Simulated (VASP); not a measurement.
# SnS (Pnma) in VASP: a series of runs

The runs below take SnS through relaxation of cell and atoms, with PBE, PBEsol.

Program: VASP 6.6.1. These are calculated values, not measurements. Logs are shortened: lines on timing, memory, paths and dates and some standing lists are left out, and cuts for length are marked.

### 1 Starting point

The structure is orthorhombic, space group Pnma (No. 62). Conventional cell: a = 11.200 Å, b = 3.987 Å, c = 4.334 Å, α = 90.00°, β = 90.00°, γ = 90.00°. Sn (site symmetry m) is surrounded by 3 S at 2.63 to 2.67 Å. Around S (site symmetry m) lie 3 Sn at 2.63 to 2.67 Å.

### 2 Relaxation of cell and atoms, PBE

INCAR reads:

```
SYSTEM = SnS
ALGO     = Normal         ! electronic algorithm
EDIFF    = 1E-6           ! SCF threshold, eV
EDIFFG   = -0.01          ! ionic threshold
ENCUT    = 300            ! plane-wave cutoff, eV
GGA      = PE             ! functional
IBRION   = 2              ! ionic algorithm
ISIF     = 3              ! what is computed and relaxed
ISMEAR   = 0              ! smearing method
KPAR     = 2            
LASPH    = .TRUE.         ! aspherical terms in the spheres
LCHARG   = .FALSE.        ! write CHGCAR
LREAL    = .FALSE.        ! projectors in reciprocal space
LWAVE    = .FALSE.        ! write WAVECAR
NELM     = 80             ! most SCF steps
NSW      = 90             ! ionic steps
PREC     = Accurate       ! precision mode
SIGMA    = 0.03           ! smearing width, eV
```

KPOINTS reads:

```
k-points
0
G
  2 4 3
  0 0 0
```

POSCAR reads:

```
SnS
1.0
   11.2000000000      0.0000000000      0.0000000000
    0.0000000000      3.9870000000      0.0000000000
    0.0000000000      0.0000000000      4.3340000000
Sn S
4 4
Direct
    0.1194000000      0.2500000000      0.1198000000
    0.3806000000      0.7500000000      0.6198000000
    0.6194000000      0.2500000000      0.3802000000
    0.8806000000      0.7500000000      0.8802000000
    0.8508000000      0.2500000000      0.4793000000
    0.6492000000      0.7500000000      0.9793000000
    0.3508000000      0.2500000000      0.0207000000
    0.1492000000      0.7500000000      0.5207000000
```

Potentials or basis: VASP PAW PBE potentials, release 64 (Sn, S).

Command:

```
cat potpaw_PBE.64/Sn/POTCAR potpaw_PBE.64/S/POTCAR > POTCAR
mpirun -np 2 vasp_std > vasp.out
```

OUTCAR:

```text
SYSTEM = SnS
   EDIFF = 1E-6
   EDIFFG = -0.01
   ENCUT = 300
   GGA = PE
   IBRION = 2
   ISIF = 3
   ISMEAR = 0
   LASPH = .TRUE.
   LREAL = .FALSE.
   NELM = 80
   NSW = 90
   PREC = Accurate

 ion  position               nearest neighbor table
   1  0.119  0.250  0.120-   7 2.63   8 2.67   8 2.67   4 3.49   4 3.49
   2  0.381  0.750  0.620-   8 2.63   7 2.67   7 2.67   3 3.49   3 3.49
   3  0.619  0.250  0.380-   5 2.63   6 2.67   6 2.67   2 3.49   2 3.49
   4  0.881  0.750  0.880-   6 2.63   5 2.67   5 2.67   1 3.49   1 3.49
   5  0.851  0.250  0.479-   3 2.63   4 2.67   4 2.67
   6  0.649  0.750  0.979-   4 2.63   3 2.67   3 2.67
   7  0.351  0.250  0.021-   1 2.63   2 2.67   2 2.67
   8  0.149  0.750  0.521-   2 2.63   1 2.67   1 2.67

  LATTYP: Found a simple orthorhombic cell.
 ALAT       =     3.9870000000
 B/A-ratio  =     1.0870328568
 C/A-ratio  =     2.8091296714

  Lattice vectors:

 A1 = (   0.0000000000,   3.9870000000,   0.0000000000)
 A2 = (   0.0000000000,   0.0000000000,   4.3340000000)
 A3 = (  11.2000000000,   0.0000000000,   0.0000000000)

Analysis of symmetry for initial positions (statically):
=====================================================================
 Subroutine PRICEL returns:
 Original cell was already a primitive cell.

 Routine SETGRP: Setting up the symmetry group for a
 simple orthorhombic supercell.

 Subroutine GETGRP returns: Found  8 space group operations
 (whereof  2 operations were pure point group operations)
 out of a pool of  8 trial point group operations.

The static configuration has the point symmetry S_2 .
 The point group associated with its full space group is D_2h.

Analysis of symmetry for dynamics (positions and initial velocities):
=====================================================================
 Subroutine PRICEL returns:
 Original cell was already a primitive cell.

 Routine SETGRP: Setting up the symmetry group for a
 simple orthorhombic supercell.

 Subroutine GETGRP returns: Found  8 space group operations
 (whereof  2 operations were pure point group operations)
 out of a pool of  8 trial point group operations.

The dynamic configuration has the point symmetry S_2 .
 The point group associated with its full space group is D_2h.

 Subroutine INISYM returns: Found  8 space group operations
 (whereof  2 operations are pure point group operations),
 and found     1 'primitive' translations

----------------------------------------------------------------------------------------

                                     Primitive cell

  volume of cell :     193.5322

  direct lattice vectors                    reciprocal lattice vectors
    11.200000000  0.000000000  0.000000000     0.089285714  0.000000000  0.000000000
     0.000000000  3.987000000  0.000000000     0.000000000  0.250815149  0.000000000
     0.000000000  0.000000000  4.334000000     0.000000000  0.000000000  0.230733733

  length of vectors
    11.200000000  3.987000000  4.334000000     0.089285714  0.250815149  0.230733733

  position of ions in fractional coordinates (direct lattice)
     0.119400000  0.250000000  0.119800000
     0.380600000  0.750000000  0.619800000
     0.619400000  0.250000000  0.380200000
     0.880600000  0.750000000  0.880200000
     0.850800000  0.250000000  0.479300000
     0.649200000  0.750000000  0.979300000
     0.350800000  0.250000000  0.020700000
     0.149200000  0.750000000  0.520700000

  ion indices of the primitive-cell ions
   primitive index   ion index
                 1           1
                 2           2
                 3           3
                 4           4
                 5           5
                 6           6
                 7           7
                 8           8

----------------------------------------------------------------------------------------

 KPOINTS: k-points

Automatic generation of k-mesh.
 Grid dimensions read from file:
 generate k-points for:    2    4    3

 Generating k-lattice:

  Cartesian coordinates                     Fractional coordinates (reciprocal lattice)
     0.044642857  0.000000000  0.000000000     0.500000000  0.000000000  0.000000000
     0.000000000  0.062703787  0.000000000     0.000000000  0.250000000  0.000000000
     0.000000000  0.000000000  0.076911244     0.000000000  0.000000000  0.333333333

  Length of vectors
     0.044642857  0.062703787  0.076911244

  Shift w.r.t. Gamma in fractional coordinates (k-lattice)
     0.000000000  0.000000000  0.000000000

 Subroutine IBZKPT returns following result:
 ===========================================

 Found     12 irreducible k-points:

 Following reciprocal coordinates:
            Coordinates               Weight
  0.000000  0.000000  0.000000      1.000000
  0.500000  0.000000  0.000000      1.000000
  0.000000  0.250000  0.000000      2.000000
  0.500000  0.250000  0.000000      2.000000
  0.000000  0.500000  0.000000      1.000000
  0.500000  0.500000  0.000000      1.000000
  0.000000  0.000000  0.333333      2.000000
  0.500000  0.000000  0.333333      2.000000
  0.000000  0.250000  0.333333      4.000000
  0.500000  0.250000  0.333333      4.000000
  0.000000  0.500000  0.333333      2.000000
  0.500000  0.500000  0.333333      2.000000
   k-points           NKPTS =     12   k-points in BZ     NKDIM =     12   number of bands    NBANDS=     25
   number of dos      NEDOS =    301   number of ions     NIONS =      8
   total plane-waves  NPLWV =  36864
   dimension x,y,z NGX =    64 NGY =   24 NGZ =   24
   dimension x,y,z NGXF=   128 NGYF=   48 NGZF=   48
   ions per type =               4   4
   NGX,Y,Z   is equivalent  to a cutoff of   9.50, 10.01,  9.21 a.u.
   NGXF,Y,Z  is equivalent  to a cutoff of  19.00, 20.01, 18.41 a.u.
 SYSTEM =  SnS
   PREC   = accura    normal or accurate (medium, high low for compatibility)
   ISTART =      0    job   : 0-new  1-cont  2-samecut
   ICHARG =      2    charge: 1-file 2-atom 10-const
   ISPIN  =      1    spin polarized calculation?
   LNONCOLLINEAR =      F non collinear calculations
   LSORBIT =      F    spin-orbit coupling
   LASPH  =      T    aspherical Exc in radial PAW
   ENCUT  =  300.0 eV  22.05 Ry    4.70 a.u.  15.82  5.63  6.12*2*pi/ulx,y,z
   NELM   =     80;   NELMIN=  2; NELMDL= -5     # of ELM steps
   EDIFF  = 0.1E-05   stopping-criterion for ELM
   LREAL  =      F    real-space projection
   EDIFFG = -.1E-01   stopping-criterion for IOM
   NSW    =     90    number of steps for IOM
   IBRION =      2    ionic relax: 0-MD 1-quasi-New 2-CG
   NFREE  =      1    steps in history (QN), initial steepest desc. (CG)
   ISIF   =      3    stress and relaxation
   ISYM   =      2    0-nonsym 1-usesym 2-fastsym
   POTIM  = 0.5000    time-step for ionic-motion
   TEBEG  =    0.0;   TEEND  =   0.0 temperature during run
   PSTRESS=    0.0 pullay stress
   NELECT =      40.0000    total number of electrons
   NUPDOWN=      -1.0000    fix difference up-down
   EMIN   =  10.00;   EMAX   =-10.00  energy-range for DOS
   EFERMI =   0.00;   METHOD = LEGACY
   ISMEAR =     0;   SIGMA  =   0.03  broadening in eV -4-tet -1-fermi 0-gaus
   EFERMI_NEDOS =   21; number of points for ismear=-14 and -15
   IALGO  =     38    algorithm
   IMIX   =      4    mixing-type and parameters
     AMIX     =   0.40;   BMIX     =  1.00
     AMIX_MAG =   1.60;   BMIX_MAG =  1.00
  volume/ion in A,a.u.               =      24.19       163.25
  Fermi-wavevector in a.u.,A,eV,Ry     =   0.967930  1.829122 12.747131  0.936888
  Thomas-Fermi vector in A             =   2.097857
   LORBIT       =      0    0 simple, 1 ext, 2 COOP (PROOUT), +10 PAW based schemes
   GGA     = PE    functional components
   LHFCALC =     F    Hartree Fock is set to
   AEXX    =    0.0000 exact exchange contribution
   IVDW    =     0    specifies the selected vdW correction
   LEPSILON=     F    determine dielectric tensor
   LRPA    =     F    only Hartree local field effects (RPA)
 conjugate gradient relaxation of ions
 non-spin polarized calculation
 Gauss-broadening in eV      SIGMA  =   0.03
  energy-cutoff  :      300.00
  volume of cell :      193.53
 maximum number of plane-waves:      2300
 NGX is ok and might be reduce to    64
   NGX = 31   NGY = 11   NGZ = 13

--------------------------------------- Ionic step        1  -------------------------------------------

 number of electron      40.0000022 magnetization

 Free energy of the ion-electron system (eV)
  ---------------------------------------------------
  ext. energy  EPLUGINS =         0.00000000
  ---------------------------------------------------
  free energy    TOTEN  =       -35.44219314 eV

  energy without entropy =      -35.44219314  energy(sigma->0) =      -35.44219314

 E-fermi :   4.7413     XC(G=0):  -9.7608

 val. band max:        4.5895710994   @ k =   0.0000   0.0000   0.3333
 cond. band min:       5.6186229364   @ k =   0.0000   0.0000   0.0000
 fundamental gap:      1.0290518370
 Fermi energy:         4.7413152585

 k-point     1 :       0.0000    0.0000    0.0000
  band No.  band energies     occupation
      1      -9.1785      2.00000
      2      -8.8570      2.00000
      3      -7.9446      2.00000
      4      -7.4697      2.00000
      5      -2.5660      2.00000
      6      -1.4963      2.00000
[... 444 lines left out ...]
  FREE ENERGIE OF THE ION-ELECTRON SYSTEM (eV)
  ---------------------------------------------------
  free  energy   TOTEN  =       -35.4834365321 eV

  energy  without entropy=      -35.4834365321  energy(sigma->0) =      -35.48343653

[... ionic steps 4 to 13 ...]

--------------------------------------- Ionic step       14  -------------------------------------------

 number of electron      40.0000030 magnetization

------------------------ aborting loop because EDIFF is reached ----------------------------------------

  FORCE on cell =-STRESS in cart. coord.  units (eV):
  Direction    XX          YY          ZZ          XY          YZ          ZX
  --------------------------------------------------------------------------------------
  -------------------------------------------------------------------------------------
  Total       -0.0213003      0.0204016     -0.0835693      0.0000000     -0.0000000      0.0000000
  in kB       -0.1700621      0.1628871     -0.6672205      0.0000000     -0.0000000      0.0000000
  external PRESSURE =      -0.2247985 kB  Pullay stress =       0.0000000 kB
[... 69 lines left out ...]
  energy  without entropy=      -35.4913396897  energy(sigma->0) =      -35.49133969

--------------------------------------- Ionic step       16  -------------------------------------------

 number of electron      40.0000027 magnetization

 Free energy of the ion-electron system (eV)
  ---------------------------------------------------
  ext. energy  EPLUGINS =         0.00000000
  ---------------------------------------------------
  free energy    TOTEN  =       -35.49137232 eV

  energy without entropy =      -35.49137232  energy(sigma->0) =      -35.49137232

 E-fermi :   4.4052     XC(G=0):  -9.6014

 val. band max:        4.2298795670   @ k =   0.0000   0.0000   0.3333
 cond. band min:       5.2265368011   @ k =   0.0000   0.0000   0.0000
 fundamental gap:      0.9966572342
 Fermi energy:         4.4052237232

 k-point     1 :       0.0000    0.0000    0.0000
  band No.  band energies     occupation
      1      -9.2897      2.00000
      2      -9.0032      2.00000
      3      -8.1530      2.00000
      4      -7.7395      2.00000
      5      -2.6739      2.00000
      6      -1.7096      2.00000
[... 360 lines left out ...]
  FREE ENERGIE OF THE ION-ELECTRON SYSTEM (eV)
  ---------------------------------------------------
  free  energy   TOTEN  =       -35.4913723193 eV

  energy  without entropy=      -35.4913723193  energy(sigma->0) =      -35.49137232

 reached required accuracy - stopping structural energy minimisation
```

It took 68 s on 2 MPI ranks of Intel Xeon 6975P-C (Granite Rapids), shared host; peak memory 0.18 GiB.

Results:

```yaml
Free_energy: -35.4914 eV
Relaxed_volume: 25.04 Å³/atom
Relaxed_cell: a = 11.452 Å, b = 4.035 Å, c = 4.336 Å, α = 90.00°, β = 90.00°, γ = 90.00°
Space_group_after_relaxing_to_0.05_Å: Pnma (No. 62)
Energy_gained_by_relaxing: 6.1 meV/atom
Ionic_steps: 16
Pressure_after_relaxing: 0.0 GPa
Largest_force_after_relaxing: 0.006 eV/Å
Band_gap_on_the_k_mesh: 1.00 eV, indirect (least direct gap 1.23 eV)
```

Forces on the atoms (eV/Å):
```
Sn  -0.004  0.000 -0.004
Sn   0.004  0.000 -0.004
Sn  -0.004  0.000  0.004
Sn   0.004  0.000  0.004
S    0.002  0.000  0.001
S   -0.002  0.000  0.001
S    0.002  0.000 -0.001
S   -0.002  0.000 -0.001
```

Step by step:
```csv
step,energy change (eV),largest force (eV/Å),pressure (GPa),volume (Å³)
1,0.0000,0.2098,1.99,193.53
2,-0.0324,0.2065,-0.85,202.08
3,-0.0412,0.0981,0.00,199.28
4,-0.0435,0.0797,0.02,199.46
5,-0.0451,0.0619,0.07,199.74
6,-0.0467,0.0430,0.02,200.22
7,-0.0474,0.0180,-0.06,200.85
8,-0.0481,0.0202,0.02,200.78
9,-0.0483,0.0278,0.08,200.72
10,-0.0486,0.0173,-0.11,201.29
11,-0.0486,0.0162,-0.06,201.13
12,-0.0489,0.0095,-0.02,200.91
13,-0.0490,0.0066,0.01,200.66
14,-0.0491,0.0036,-0.02,200.67
15,-0.0491,0.0071,-0.05,200.68
16,-0.0492,0.0056,0.03,200.33
```

Final structure:
```yaml
crystal:
  lattice:
    - [11.45209, 0.00000, 0.00000]
    - [0.00000, 4.03472, 0.00000]
    - [0.00000, 0.00000, 4.33562]
  atoms:
    - { symbol: Sn, position: [0.12242, 0.25000, 0.11801] }
    - { symbol: Sn, position: [0.37758, 0.75000, 0.61801] }
    - { symbol: Sn, position: [0.62242, 0.25000, 0.38199] }
    - { symbol: Sn, position: [0.87758, 0.75000, 0.88199] }
    - { symbol: S, position: [0.85234, 0.25000, 0.47565] }
    - { symbol: S, position: [0.64766, 0.75000, 0.97565] }
    - { symbol: S, position: [0.35234, 0.25000, 0.02435] }
    - { symbol: S, position: [0.14766, 0.75000, 0.52435] }
```

Caveat: the k mesh is coarse (spacing up to 0.48 Å⁻¹), so the values aren't converged; the cutoff is under 1.25 times the usual one of these potentials, so pressure, stress and relaxed cells hold a basis-set (Pulay) error; spin-orbit coupling is left out, which moves the levels of the heavy elements; an odd mesh through Γ misses points on the zone boundary, where band edges often lie. PBE usually gives volumes a little too large and moduli too small.

### 3 Relaxation of cell and atoms, PBE

This run uses another cell than the first one, of 25.04 Å³/atom, 1.035 times its volume.

Changes to INCAR since step 2:

```diff
@@ -2,4 +2,4 @@
 ALGO     = Normal         ! electronic algorithm
-EDIFF    = 1E-6           ! SCF threshold, eV
-EDIFFG   = -0.01          ! ionic threshold
+EDIFF    = 1E-7           ! SCF threshold, eV
+EDIFFG   = -0.005         ! ionic threshold
 ENCUT    = 300            ! plane-wave cutoff, eV
```

KPOINTS is that of step 2.

POSCAR reads:

```
SnS                                     
1.0
   11.4520898467      0.0000000000      0.0000000000
    0.0000000000      4.0347175026     -0.0000000000
    0.0000000000      0.0000000000      4.3356219866
  Sn              S             
     4     4
Direct
     0.1224229017356206    0.2500000000000000    0.1180106419309512
     0.3775770982643794    0.7500000000000000    0.6180106419309511
     0.6224229017356205    0.2500000000000000    0.3819893580690488
     0.8775770982643795    0.7500000000000000    0.8819893580690489
     0.8523420948780516    0.2500000000000000    0.4756538328127468
     0.6476579051219484    0.7500000000000000    0.9756538328127470
     0.3523420948780516    0.2500000000000000    0.0243461671872531
     0.1476579051219485    0.7500000000000000    0.5243461671872530
```

Potentials or basis: VASP PAW PBE potentials, release 64 (Sn, S).

Command:

```
cat potpaw_PBE.64/Sn/POTCAR potpaw_PBE.64/S/POTCAR > POTCAR
mpirun -np 2 vasp_std > vasp.out
```

Run time: 33 s. Hardware: 2 MPI ranks of Intel Xeon 6975P-C (Granite Rapids), shared host; peak memory 0.18 GiB.

It converged, with:

```
Free energy                            : -35.4986 eV
Relaxed volume                         : 25.09 Å³/atom
Relaxed cell                           : a = 11.463 Å, b = 4.037 Å, c = 4.337 Å, α = 90.00°, β = 90.00°, γ = 90.00°
Space group after relaxing (to 0.05 Å) : Pnma (No. 62)
Energy gained by relaxing              : 0.0 meV/atom
Ionic steps                            : 6
Pressure after relaxing                : 0.0 GPa
Largest force after relaxing           : 0.003 eV/Å
Band gap on the k mesh                 : 1.00 eV, indirect (least direct gap 1.23 eV)
```

Forces on the atoms (eV/Å):
```
Sn   0.002  0.000 -0.002
Sn  -0.002  0.000 -0.002
Sn   0.002  0.000  0.002
Sn  -0.002  0.000  0.002
S   -0.003  0.000  0.001
S    0.003  0.000  0.001
S   -0.003  0.000 -0.001
S    0.003  0.000 -0.001
```

Final structure:
```
CELL_PARAMETERS angstrom
11.46263 0.00000 0.00000
0.00000 4.03684 0.00000
0.00000 0.00000 4.33713
ATOMIC_POSITIONS crystal
Sn 0.12248 0.25000 0.11802
Sn 0.37752 0.75000 0.61802
Sn 0.62248 0.25000 0.38198
Sn 0.87752 0.75000 0.88198
S 0.85229 0.25000 0.47587
S 0.64771 0.75000 0.97587
S 0.35229 0.25000 0.02413
S 0.14771 0.75000 0.52413
```

Levels at points of the mesh, in eV from the valence-band top:
| k point | band 17 | band 18 | band 19 | band 20 | band 21 | band 22 | band 23 | band 24 |
| --- | --- | --- | --- | --- | --- | --- | --- | --- |
| (0.00, 0.00, 0.00) | -1.80 | -1.21 | -0.64 | -0.49 | 1.00 | 3.14 | 3.15 | 3.19 |
| (0.50, 0.00, 0.00) | -2.00 | -2.00 | -0.54 | -0.54 | 2.67 | 2.67 | 2.92 | 2.92 |
| (0.00, 0.50, 0.00) | -0.81 | -0.81 | -0.68 | -0.68 | 1.40 | 1.40 | 1.66 | 1.66 |
| (0.50, 0.50, 0.00) | -0.83 | -0.83 | -0.83 | -0.83 | 1.70 | 1.70 | 1.70 | 1.70 |

Caveat: the k mesh is coarse (spacing up to 0.48 Å⁻¹), so the values aren't converged; the cutoff is under 1.25 times the usual one of these potentials, so pressure, stress and relaxed cells hold a basis-set (Pulay) error; spin-orbit coupling is left out, which moves the levels of the heavy elements; an odd mesh through Γ misses points on the zone boundary, where band edges often lie.

(Part 1 of 2 ends here.)
